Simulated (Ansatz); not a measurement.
Runs of Ansatz 0.2.0 on ZnO (zincite). It takes space group P6_3mc (No. 186, hexagonal). Conventional cell: a = 3.249 Å, b = 3.249 Å, c = 5.206 Å, α = 90.00°, β = 90.00°, γ = 120.00°. Zn (site symmetry 3m) has 4 O at 1.97 to 1.98 Å as nearest neighbours. O (site symmetry 3m) has 4 Zn at 1.97 to 1.98 Å as nearest neighbours. 

| level | cutoff (eV) | gap on the mesh (eV) | pressure (GPa) | largest force (eV/Å) |
| --- | --- | --- | --- | --- |
| r2SCAN50 | 500 | 5.93 | -5.0 | (c) |
| HSEsol | 420 | (b) | -4.2 | 0.07 |
| HSE06 | 420 | (a) | 0.5 | 0.08 |
| r2SCANh | 500 | 2.14 | -2.0 | 0.07 |
| r2SCAN0 | 500 | 3.54 | -3.2 | 0.08 |

Alike in all rows: task band structure; potentials or basis Ansatz PAW; no spin polarisation; cell as given; k mesh 5 × 5 × 3; smearing fermi-dirac 0.05 eV; the mesh is coarse, so values aren't converged.

Q: Fill in the values left out.

A: (a) 2.53; (b) 2.42; (c) 0.09.

Caveats: all runs use coarse meshes; the PAW data sets come from PBE, with cores solved anew for the run's functional, which leaves a small shift of forces and pressure; the thresholds are loose for stress.

